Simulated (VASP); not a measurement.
Here is a VASP 6.6.1 calculation.

Contents of INCAR:

```
SYSTEM = TePb
PREC = Accurate ; ENCUT = 600
EDIFF = 1E-7 ; ISMEAR = 0
SIGMA = 0.03 ; LREAL = .FALSE.
LASPH = .TRUE. ; NELM = 80
ALGO = Normal ; ISIF = 3
LWAVE = .FALSE. ; LCHARG = .FALSE.
GGA = PE ; IBRION = 2
NSW = 90 ; EDIFFG = -0.005
PSTRESS = 8.5
```

Contents of KPOINTS:

```
regular mesh
0
G
  8 8 8
  0 0 0
```

Contents of POSCAR:

```
TePb                                    
1.0
    0.0000000000      3.2614080669      3.2614080669
    3.2614080669      0.0000000000      3.2614080669
    3.2614080669      3.2614080669      0.0000000000
  Te              Pb            
     1     1
Direct
     0.5000000000000000    0.5000000000000000    0.5000000000000000
     0.0000000000000000    0.0000000000000000    0.0000000000000000
```

Potentials or basis: VASP PAW PBE potentials, release 64 (Te, Pb_d).

Run with:

```sh
$ cat potpaw_PBE.64/Te/POTCAR potpaw_PBE.64/Pb_d/POTCAR > POTCAR
$ mpirun -np 1 vasp_std > vasp.out
```

(1) Estimate the band gap on the k mesh.

Answers

(1) 0.79 eV, direct.

Caveat: the relaxation stopped at its first step, so nothing moved; the cell is relaxed towards a set pressure, so the enthalpy falls and the energy may rise; spin-orbit coupling is left out, which as a rule narrows the gap of such compounds by several tenths of an eV.
